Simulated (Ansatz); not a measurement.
# Binding across the interface in twisted graphene monolayer on bilayer, 21.79° (42 atoms), part 3 of 3

Aim: the interaction energy between the two parts of twisted graphene monolayer on bilayer, 21.79° (42 atoms) and its distance dependence.

Ansatz 0.2.0; Kohn-Sham DFT, LDA, PAW (set soft_2), plane waves.

The cell: 42 C. The cell is under 6 Å thick along two periodic directions.

So far. Step 9 (Upper part moved by +0.8 Å): Upper part moved by +0.8 Å: the energy stands 0.177 eV above that of the reference.

**10. Upper part moved by +1.6 Å**

Another point of the curve.

The input, input.yaml:

```yaml
crystal:
  lattice:
    - [6.5085, 0.0, 0.0]
    - [-3.25425, 5.63653, 0.0]
    - [0.0, 0.0, 20.69]
  atoms:
    - { symbol: C, position: [0.19048, 0.2381, 0.33909] }
    - { symbol: C, position: [0.2381, 0.04762, 0.33925] }
    - { symbol: C, position: [0.33333, 0.66667, 0.33909] }
    - { symbol: C, position: [0.38095, 0.47619, 0.33924] }
    - { symbol: C, position: [0.47619, 0.09524, 0.33909] }
    - { symbol: C, position: [0.52381, 0.90476, 0.33924] }
    [... 30 atom lines left out ...]
    - { symbol: C, position: [0.66667, 0.33333, 0.74035] }
    - { symbol: C, position: [0.61903, 0.09524, 0.74029] }
    - { symbol: C, position: [0.9524, 0.7619, 0.74023] }
    - { symbol: C, position: [0.90476, 0.52379, 0.74029] }
    - { symbol: C, position: [0.09524, 0.47619, 0.74024] }
    - { symbol: C, position: [0.04762, 0.23808, 0.74022] }
kpoints:
  mp_grid: { grid: [3, 3, 1] }
hamiltonian:
  xc: lda
scf:
  occupations: { method: gaussian, width: 0.05 }
output:
  forces: true
  eigenvalues: true
```

Command:

```sh
ansatz run input.yaml --threads 4 --pin off --max-ram 8192MiB --backend cpu --events-out ev --progress --plain --runs-dir out
```

Numbers of over 12 decimals in the logs are rounded to 6 here.

The program printed:

```text
[...]
Crystal: 42 atoms, lattice volume = 759.020 Å³
Basis set: ecut = 420 eV, 14793 PW (Γ)
Bands: 126, of which v1, the nominal top of the filled ones, is band 84 counted from 1 (83 counted from 0)
Symmetry: 3 space group operations
[...]
k-points: 3 of 9 (time reversal used)
[...]
SCF iter   1: F=—  HF=-10204.238162 eV  |F-HF|=—  |Δ(HF+E_count)|=         —  Δρ=5.98e-3  dr2=1.82e0  ethr=1.77e-3  ⟨swp⟩=11.7  Hψ=2587  notcnv=0  defer=61
[...]
SCF iter  12: F=—  HF=-10204.147789 eV  |F-HF|=—  |Δ(HF+E_count)|=   2.02e-4  Δρ=8.43e-4  dr2=9.53e-2  ethr=1.08e-5  ⟨swp⟩=1.0  Hψ=275  notcnv=0  defer=100
[...]
SCF iter  16: F=—  HF=-10204.146522 eV  |F-HF|=—  |Δ(HF+E_count)|=   7.63e-8  Δρ=1.80e-6  dr2=1.15e-7  ethr=1.56e-9  ⟨swp⟩=1.0  Hψ=275  notcnv=0  defer=100
SCF iter  17: F=-10204.146522 eV  HF=-10204.146522 eV  |F-HF|=1.61e-9  |Δ(HF+E_count)|=   3.90e-8  Δρ=5.81e-7  dr2=5.86e-9  ethr=5.95e-11  ⟨swp⟩=25.7  Hψ=2782  notcnv=0
SCF 1 converged in 17 iterations: F = -10204.146522 eV  dr2 = 5.86e-9
[...]
SCF converged after 17 iterations
Free energy (F): -10204.146522 eV
[...]
Internal energy: -10204.121449 eV  (E = F + TS)
E sigma→0 (E₀):  -10204.133986 eV
Entropy (-TS):   -0.025073 eV (-0.597 meV/atom)
Fermi energy:    0.957861 eV
[...]
Σ components = -10204.146522   (vs F -10204.146522, Δ=0.00e0)
--- Forces (eV/Å), atoms counted from 1 ---
  atom   1  C     -0.00081531    -0.00164331     0.02907468
  atom   2  C     -0.00181084    -0.00026772    -0.02387117
  atom   3  C      0.00000000     0.00000000     0.02632840
  atom   4  C      0.00131554     0.00064116    -0.02093901
[...]
atom  42  C     -0.00642625     0.00448029    -0.00075747
  max |Σ_I F_I| component: 2.24e-3 eV/Å
--- Band table (eV) ---
[...]
```

Elapsed: 9.3 s, on 4 threads of Arm Neoverse V2, shared host; peak memory 1.4 GiB; 36 s of CPU time.

Upper part moved by +1.6 Å: the energy stands 0.266 eV above that of the reference.

**11. Upper part moved by +3 Å**

Another point of the curve.

Input and log are left out; they have the form of those shown for this kind of step.

It took 12 s on 4 threads of Arm Neoverse V2, shared host; peak memory 1.4 GiB.

Upper part moved by +3 Å: the energy stands 0.288 eV above that of the reference.

**12. Whole cell, r2SCAN+D4**

The three cells are solved again with another functional, at the same geometry, to see how much of the binding hangs on it.

This step: Kohn-Sham DFT, r2SCAN+D4, PAW (set soft_2), plane waves.

input.yaml, the sections that differ from step 10:

```yaml
crystal:
  lattice:
    - [6.5085, 0.0, 0.0]
    - [-3.25425, 5.63653, 0.0]
    - [0.0, 0.0, 20.69]
  atoms:
    [... the 42 atom lines of step 4 ...]
hamiltonian:
  xc: r2scan
  dispersion: d4
output:
  forces: true
# kpoints, scf: as in step 10
```

The program printed:

```text
[...]
Crystal: 42 atoms, lattice volume = 759.020 Å³
Basis set: ecut = 500 eV, 19233 PW (Γ), exchange–correlation on 192×192×640 points (64 copies of the dense FFT grid, shifted against one another)
Bands: 126, of which v1, the nominal top of the filled ones, is band 84 counted from 1 (83 counted from 0)
Symmetry: 3 space group operations
[...]
k-points: 3 of 9 (time reversal used)
[...]
SCF iter   1: F=—  HF=-10571.104223 eV  |F-HF|=—  |Δ(HF+E_count)|=         —  Δρ=6.37e-3  dr2=1.13e0  dr2_τ=8.57e0  ethr=1.77e-3  ⟨swp⟩=12.0  Hψ=2662  notcnv=0  defer=66
[...]
SCF iter   9: F=—  HF=-10571.889779 eV  |F-HF|=—  |Δ(HF+E_count)|=   7.93e-5  Δρ=2.31e-4  dr2=6.60e-3  dr2_τ=2.67e-5  ethr=9.99e-8  ⟨swp⟩=2.0  Hψ=500  notcnv=0  defer=100
[...]
SCF iter  14: F=—  HF=-10571.890054 eV  |F-HF|=—  |Δ(HF+E_count)|=   7.92e-9  Δρ=2.69e-6  dr2=1.18e-7  dr2_τ=5.61e-9  ethr=5.95e-11  ⟨swp⟩=4.0  Hψ=1062  notcnv=0
SCF iter  15: F=-10571.890054 eV  HF=-10571.890054 eV  |F-HF|=3.37e-8  |Δ(HF+E_count)|=   8.29e-9  Δρ=9.10e-7  dr2=3.76e-8  dr2_τ=5.51e-10  ethr=5.95e-11  ⟨swp⟩=3.0  Hψ=998  notcnv=0
SCF 1 converged in 15 iterations: F = -10571.890054 eV  dr2 = 3.76e-8
[...]
SCF converged after 15 iterations
Free energy (F): -10571.890054 eV
[...]
Internal energy: -10571.865005 eV  (E = F + TS)
E sigma→0 (E₀):  -10571.877530 eV
Entropy (-TS):   -0.025049 eV (-0.596 meV/atom)
Fermi energy:    1.184031 eV
[...]
Σ components = -10571.890054   (vs F -10571.890054, Δ=0.00e0)
--- Forces (eV/Å), atoms counted from 1 ---
  atom   1  C     -0.00104754    -0.00072308     0.01640182
  atom   2  C     -0.00118857    -0.00084003    -0.04530006
  atom   3  C      0.00000000     0.00000000     0.01398181
  atom   4  C      0.00178452     0.00007961    -0.04319016
[...]
atom  42  C      0.01435824     0.00090980     0.00561224
  max |Σ_I F_I| component: 5.94e-4 eV/Å
```

Wall time 22 s (4 threads); peak memory 2.7 GiB; 87 s of CPU time.

**13. Lower part, r2SCAN+D4**

A part alone at that level.

input.yaml: that of step 12 with these lines changed.

```diff
@@ -6,3 +6,3 @@
   atoms:
-    [... the 42 atom lines of step 4 ...]
+    [... the 28 atom lines of step 5 ...]
 kpoints:
```

The program printed:

```text
[...]
Crystal: 28 atoms, lattice volume = 759.020 Å³
Basis set: ecut = 500 eV, 19233 PW (Γ), exchange–correlation on 192×192×640 points (64 copies of the dense FFT grid, shifted against one another)
Bands: 84, of which v1, the nominal top of the filled ones, is band 56 counted from 1 (55 counted from 0)
Symmetry: 3 space group operations
[...]
k-points: 3 of 9 (time reversal used)
[...]
SCF iter   1: F=—  HF=-7047.182418 eV  |F-HF|=—  |Δ(HF+E_count)|=         —  Δρ=4.50e-3  dr2=6.86e-2  dr2_τ=5.72e0  ethr=1.77e-3  ⟨swp⟩=15.0  Hψ=2006  notcnv=0  defer=35
[...]
SCF iter   6: F=—  HF=-7047.730032 eV  |F-HF|=—  |Δ(HF+E_count)|=   3.00e-4  Δρ=1.55e-5  dr2=1.46e-6  dr2_τ=6.48e-8  ethr=1.79e-8  ⟨swp⟩=2.3  Hψ=405  notcnv=0  defer=62
SCF iter   7: F=-7047.730033 eV  HF=-7047.730033 eV  |F-HF|=2.96e-8  |Δ(HF+E_count)|=   6.30e-7  Δρ=2.86e-6  dr2=7.55e-8  dr2_τ=6.33e-9  ethr=8.93e-11  ⟨swp⟩=3.3  Hψ=969  notcnv=0
SCF 1 converged in 7 iterations: F = -7047.730033 eV  dr2 = 7.55e-8
[...]
SCF converged after 7 iterations
Free energy (F): -7047.730033 eV
[...]
Internal energy: -7047.717495 eV  (E = F + TS)
E sigma→0 (E₀):  -7047.723764 eV
Entropy (-TS):   -0.012538 eV (-0.448 meV/atom)
Fermi energy:    -0.648325 eV
[...]
Σ components = -7047.730033   (vs F -7047.730033, Δ=0.00e0)
--- Forces (eV/Å), atoms counted from 1 ---
  atom   1  C     -0.00086351    -0.00166556     0.01561139
  atom   2  C     -0.00184259    -0.00028530    -0.04702001
  atom   3  C      0.00000000     0.00000000     0.01269831
  atom   4  C      0.00133811     0.00062837    -0.04402452
[...]
atom  28  C      0.00019009     0.00513916    -0.01571666
  max |Σ_I F_I| component: 3.81e-5 eV/Å
```

The job ended after 9.8 s (4 threads; peak memory 2.3 GiB).

**14. Upper part, r2SCAN+D4**

A part alone at that level.

input.yaml: that of step 13 with these lines changed.

```diff
@@ -6,3 +6,3 @@
   atoms:
-    [... the 28 atom lines of step 5 ...]
+    [... the 14 atom lines of step 6 ...]
 kpoints:
```

The program printed:

```text
[...]
Crystal: 14 atoms, lattice volume = 759.020 Å³
Basis set: ecut = 500 eV, 19233 PW (Γ), exchange–correlation on 192×192×640 points (64 copies of the dense FFT grid, shifted against one another)
Bands: 42, of which v1, the nominal top of the filled ones, is band 28 counted from 1 (27 counted from 0)
Symmetry: 3 space group operations
[...]
k-points: 3 of 9 (time reversal used)
[...]
SCF iter   1: F=—  HF=-3523.155391 eV  |F-HF|=—  |Δ(HF+E_count)|=         —  Δρ=3.40e-3  dr2=2.61e-2  dr2_τ=2.87e0  ethr=1.77e-3  ⟨swp⟩=20.7  Hψ=1103  notcnv=0  defer=9
[...]
SCF iter   5: F=—  HF=-3523.442174 eV  |F-HF|=—  |Δ(HF+E_count)|=   1.23e-5  Δρ=1.36e-5  dr2=1.30e-6  dr2_τ=3.04e-8  ethr=2.03e-8  ⟨swp⟩=3.0  Hψ=202  notcnv=0  defer=22
SCF iter   6: F=-3523.442178 eV  HF=-3523.442178 eV  |F-HF|=6.30e-8  |Δ(HF+E_count)|=   3.82e-6  Δρ=2.32e-6  dr2=6.04e-8  dr2_τ=1.13e-9  ethr=1.79e-10  ⟨swp⟩=3.0  Hψ=508  notcnv=0
SCF 1 converged in 6 iterations: F = -3523.442178 eV  dr2 = 6.04e-8
[...]
SCF converged after 6 iterations
Free energy (F): -3523.442178 eV
[...]
Internal energy: -3523.429640 eV  (E = F + TS)
E sigma→0 (E₀):  -3523.435909 eV
Entropy (-TS):   -0.012538 eV (-0.896 meV/atom)
Fermi energy:    -2.434837 eV
[...]
Σ components = -3523.442178   (vs F -3523.442178, Δ=0.00e0)
--- Forces (eV/Å), atoms counted from 1 ---
  atom   1  C     -0.00424598     0.00091592    -0.00286956
  atom   2  C     -0.00000000     0.00000000     0.01141359
  atom   3  C      0.00424428    -0.00691360     0.00215295
  atom   4  C      0.00737564     0.00326862     0.00285611
[...]
atom  14  C     -0.00651853     0.00475318     0.00285611
  max |Σ_I F_I| component: 2.70e-5 eV/Å
```

Elapsed: 6 s, on 4 threads; peak memory 2 GiB.

At this level the whole less its parts is -0.718 eV.

**15. Whole cell, PBE+D3(BJ)**

The three cells are solved again with another functional, at the same geometry, to see how much of the binding hangs on it.

This step: Kohn-Sham DFT, PBE+D3(BJ), PAW (set soft_2), plane waves.

Input and log are left out; they have the form of those shown for this kind of step.

Wall time 6.3 s (4 threads of Arm Neoverse V2, shared host); peak memory 1.4 GiB; 24 s of CPU time.

**16. Lower part, PBE+D3(BJ)**

A part alone at that level.

input.yaml, the sections that differ from step 14:

```yaml
crystal:
  lattice:
    - [6.5085, 0.0, 0.0]
    - [-3.25425, 5.63653, 0.0]
    - [0.0, 0.0, 20.69]
  atoms:
    [... the 28 atom lines of step 5 ...]
hamiltonian:
  xc: pbe
  dispersion: d3bj
# kpoints, scf, output: as in step 14
```

The program printed:

```text
[...]
Crystal: 28 atoms, lattice volume = 759.020 Å³
Basis set: ecut = 420 eV, 14793 PW (Γ), exchange–correlation on 90×90×288 points (8 copies of the dense FFT grid, shifted against one another)
Bands: 84, of which v1, the nominal top of the filled ones, is band 56 counted from 1 (55 counted from 0)
Symmetry: 3 space group operations
[...]
k-points: 3 of 9 (time reversal used)
[...]
SCF iter   1: F=—  HF=-7029.303033 eV  |F-HF|=—  |Δ(HF+E_count)|=         —  Δρ=1.94e-3  dr2=4.40e-2  ethr=1.77e-3  ⟨swp⟩=15.3  Hψ=2009  notcnv=0  defer=35
[...]
SCF iter   6: F=—  HF=-7029.301510 eV  |F-HF|=—  |Δ(HF+E_count)|=   4.08e-6  Δρ=6.22e-6  dr2=1.52e-7  ethr=9.46e-9  ⟨swp⟩=2.0  Hψ=357  notcnv=0  defer=60
SCF iter   7: F=-7029.301511 eV  HF=-7029.301511 eV  |F-HF|=4.11e-8  |Δ(HF+E_count)|=   1.23e-6  Δρ=1.19e-6  dr2=1.53e-8  ethr=8.93e-11  ⟨swp⟩=4.7  Hψ=751  notcnv=0
SCF 1 converged in 7 iterations: F = -7029.301511 eV  dr2 = 1.53e-8
[...]
SCF converged after 7 iterations
Free energy (F): -7029.301511 eV
[...]
Internal energy: -7029.288974 eV  (E = F + TS)
E sigma→0 (E₀):  -7029.295242 eV
Entropy (-TS):   -0.012538 eV (-0.448 meV/atom)
Fermi energy:    -0.602358 eV
[...]
Σ components = -7029.301511   (vs F -7029.301511, Δ=0.00e0)
--- Forces (eV/Å), atoms counted from 1 ---
  atom   1  C     -0.00085427    -0.00171659     0.01048834
  atom   2  C     -0.00189197    -0.00029431    -0.04046678
  atom   3  C      0.00000000     0.00000000     0.00771732
  atom   4  C      0.00132324     0.00065086    -0.03769534
[...]
atom  28  C      0.00032228     0.00521806    -0.01038175
  max |Σ_I F_I| component: 4.86e-5 eV/Å
```

It took 3.2 s on 4 threads; peak memory 1.1 GiB.

**17. Upper part, PBE+D3(BJ)**

A part alone at that level.

Input and log are left out; they have the form of those shown for this kind of step.

Wall time 1.6 s (4 threads of Arm Neoverse V2, shared host); peak memory 0.79 GiB.

At this level the whole less its parts is -0.707 eV.

**18. Whole cell, revPBE+D3(BJ)**

The three cells are solved again with another functional, at the same geometry, to see how much of the binding hangs on it.

This step: Kohn-Sham DFT, revPBE+D3(BJ), PAW (set soft_2), plane waves.

input.yaml, the sections that differ from step 16:

```yaml
crystal:
  lattice:
    - [6.5085, 0.0, 0.0]
    - [-3.25425, 5.63653, 0.0]
    - [0.0, 0.0, 20.69]
  atoms:
    [... the 42 atom lines of step 4 ...]
hamiltonian:
  xc: revpbe
  dispersion: d3bj
# kpoints, scf, output: as in step 16
```

The program printed:

```text
[...]
Crystal: 42 atoms, lattice volume = 759.020 Å³
Basis set: ecut = 420 eV, 14793 PW (Γ), exchange–correlation on 90×90×288 points (8 copies of the dense FFT grid, shifted against one another)
Bands: 126, of which v1, the nominal top of the filled ones, is band 84 counted from 1 (83 counted from 0)
Symmetry: 3 space group operations
[...]
k-points: 3 of 9 (time reversal used)
[...]
SCF iter   1: F=—  HF=-10589.823611 eV  |F-HF|=—  |Δ(HF+E_count)|=         —  Δρ=4.15e-3  dr2=1.06e0  ethr=1.77e-3  ⟨swp⟩=12.0  Hψ=2619  notcnv=0  defer=63
[...]
SCF iter  10: F=—  HF=-10589.802931 eV  |F-HF|=—  |Δ(HF+E_count)|=   2.91e-7  Δρ=2.67e-6  dr2=7.20e-7  ethr=5.95e-11  ⟨swp⟩=4.3  Hψ=1177  notcnv=0
SCF iter  11: F=-10589.802931 eV  HF=-10589.802931 eV  |F-HF|=3.13e-8  |Δ(HF+E_count)|=   3.22e-7  Δρ=6.21e-7  dr2=9.29e-9  ethr=5.95e-11  ⟨swp⟩=3.0  Hψ=948  notcnv=0
SCF 1 converged in 11 iterations: F = -10589.802931 eV  dr2 = 9.29e-9
[...]
SCF converged after 11 iterations
Free energy (F): -10589.802931 eV
[...]
Internal energy: -10589.777880 eV  (E = F + TS)
E sigma→0 (E₀):  -10589.790405 eV
Entropy (-TS):   -0.025051 eV (-0.596 meV/atom)
Fermi energy:    1.330147 eV
[...]
Σ components = -10589.802931   (vs F -10589.802931, Δ=0.00e0)
--- Forces (eV/Å), atoms counted from 1 ---
  atom   1  C     -0.00102666    -0.00094410     0.04784604
  atom   2  C     -0.00134325    -0.00077095    -0.00280841
  atom   3  C      0.00000000     0.00000000     0.04553041
  atom   4  C      0.00172245     0.00018670    -0.00085963
[...]
atom  42  C      0.01121134     0.00113055    -0.02302565
  max |Σ_I F_I| component: 5.79e-5 eV/Å
```

The job ended after 6.8 s (4 threads; peak memory 1.4 GiB; 26 s of CPU time).

**19. Lower part, revPBE+D3(BJ)**

A part alone at that level.

Input and log are left out; they have the form of those shown for this kind of step.

Elapsed: 3.3 s, on 4 threads of Arm Neoverse V2, shared host; peak memory 1.1 GiB; 13 s of CPU time.

**20. Upper part, revPBE+D3(BJ)**

A part alone at that level.

input.yaml: that of step 18 with these lines changed.

```diff
@@ -6,3 +6,3 @@
   atoms:
-    [... the 42 atom lines of step 4 ...]
+    [... the 14 atom lines of step 6 ...]
 kpoints:
```

The program printed:

```text
[...]
Crystal: 14 atoms, lattice volume = 759.020 Å³
Basis set: ecut = 420 eV, 14793 PW (Γ), exchange–correlation on 90×90×288 points (8 copies of the dense FFT grid, shifted against one another)
Bands: 42, of which v1, the nominal top of the filled ones, is band 28 counted from 1 (27 counted from 0)
Symmetry: 3 space group operations
[...]
k-points: 3 of 9 (time reversal used)
[...]
SCF iter   1: F=—  HF=-3529.223628 eV  |F-HF|=—  |Δ(HF+E_count)|=         —  Δρ=1.75e-3  dr2=1.97e-2  ethr=1.77e-3  ⟨swp⟩=19.7  Hψ=1048  notcnv=0  defer=11
[...]
SCF iter   5: F=—  HF=-3529.221920 eV  |F-HF|=—  |Δ(HF+E_count)|=   1.49e-4  Δρ=2.75e-6  dr2=4.26e-8  ethr=1.79e-10  ⟨swp⟩=3.3  Hψ=524  notcnv=0
SCF iter   6: F=-3529.221921 eV  HF=-3529.221921 eV  |F-HF|=5.09e-8  |Δ(HF+E_count)|=   4.15e-7  Δρ=5.40e-7  dr2=3.19e-9  ethr=7.61e-11  ⟨swp⟩=3.0  Hψ=406  notcnv=0
SCF 1 converged in 6 iterations: F = -3529.221921 eV  dr2 = 3.19e-9
[...]
SCF converged after 6 iterations
Free energy (F): -3529.221921 eV
[...]
Internal energy: -3529.209383 eV  (E = F + TS)
E sigma→0 (E₀):  -3529.215652 eV
Entropy (-TS):   -0.012538 eV (-0.896 meV/atom)
Fermi energy:    -2.286664 eV
[...]
Σ components = -3529.221921   (vs F -3529.221921, Δ=0.00e0)
--- Forces (eV/Å), atoms counted from 1 ---
  atom   1  C     -0.00427266     0.00084956    -0.00276326
  atom   2  C     -0.00000000     0.00000000     0.01015577
  atom   3  C      0.00440250    -0.00684124     0.00183512
  atom   4  C      0.00729953     0.00347401     0.00245871
[...]
atom  14  C     -0.00665834     0.00458457     0.00245871
  max |Σ_I F_I| component: 3.51e-4 eV/Å
```

Wall time 1.8 s (4 threads); peak memory 0.79 GiB; 6.5 s of CPU time.

At this level the whole less its parts is -0.995 eV.

**21. Interaction energy**

Whole cell less its two parts, each frozen at the geometry of the whole and solved in the same cell with the same functional, so that energy zeros cancel. The upper part is 'layer 3' and the lower part 'layer 1 and layer 2', so the cut is under the top layer, which needn't be the twisted interface. The nearest atoms of the two parts stand 3.44 Å apart. The face is 36.69 Å².

| functional | interaction energy (eV) | of it, the added dispersion term (eV) | per area (meV/Å²) | per area (J/m²) | per atom of the upper part (meV) |
| --- | --- | --- | --- | --- | --- |
| LDA | -0.289 | - | -7.9 | -0.13 | -20.7 |
| r2SCAN+D4 | -0.718 | -0.528 | -19.6 | -0.31 | -51.3 |
| PBE+D3(BJ) | -0.707 | -0.880 | -19.3 | -0.31 | -50.5 |
| revPBE+D3(BJ) | -0.995 | -1.438 | -27.1 | -0.43 | -71.1 |

**22. Energy against separation**

The upper part is moved rigidly along the normal from its place in the reference.

| shift (Å) | energy change (eV) | per area (meV/Å²) | share of the binding lost (%) |
| --- | --- | --- | --- |
| -0.3 | 0.106 | 2.90 | - |
| +0.0 | 0.000 | 0.00 | - |
| +0.3 | 0.054 | 1.47 | 19 |
| +0.8 | 0.177 | 4.82 | 61 |
| +1.6 | 0.266 | 7.24 | 92 |
| +3.0 | 0.288 | 7.86 | 100 |

**23. Levels of whole and parts**

| cell | level spacing (eV) | vacuum level at the upper face, over the highest filled level, or over E_F where no gap is given (eV) | moment (μB) |
| --- | --- | --- | --- |
| whole | - | 4.57 | no spin |
| lower part | - | 4.58 | no spin |
| upper part | - | 4.53 | no spin |

A dash marks a cell without a clear gap, or without a flat potential in the vacuum.

**24. What came out**

The parts bind with 7.9 meV/Å² (0.289 eV for the cell) at the level LDA. LDA holds no long-range dispersion, so what binding it gives comes from the overlap of the layers' densities and dies out faster with distance than real dispersion. At this one geometry the functionals range from -27.1 (revPBE+D3(BJ)) to -7.9 meV/Å² (LDA). The curvature over ±0.3 Å is 0.78×10²⁰ N/m³, and the energy rises faster on the near side. At +3.0 Å, 100 % of the binding is lost.

Caveats: The functionals run at their own default cutoffs. The k-mesh is coarse for these cells; its error cancels only in part between whole and parts. The parts are frozen, so the energy of their deformation isn't counted. No correction is made for dipoles across the vacuum, and the parts also feel their periodic images through it. The reference functional has no dispersion term, which matters for the binding between molecules or layers, where LDA binds through overlap of densities alone.

The DFT runs together took 2.7 min of wall time.

[Logs are printed without paths, hosts, clocks, repeated set-up lines and the standing remarks that a program may print on its own settings, such as how far it seeks lower states.]

[Hosts, paths, dates, database ids (printed as entryN), source tags and the programs' standing remarks are cut or masked in the printed files.]
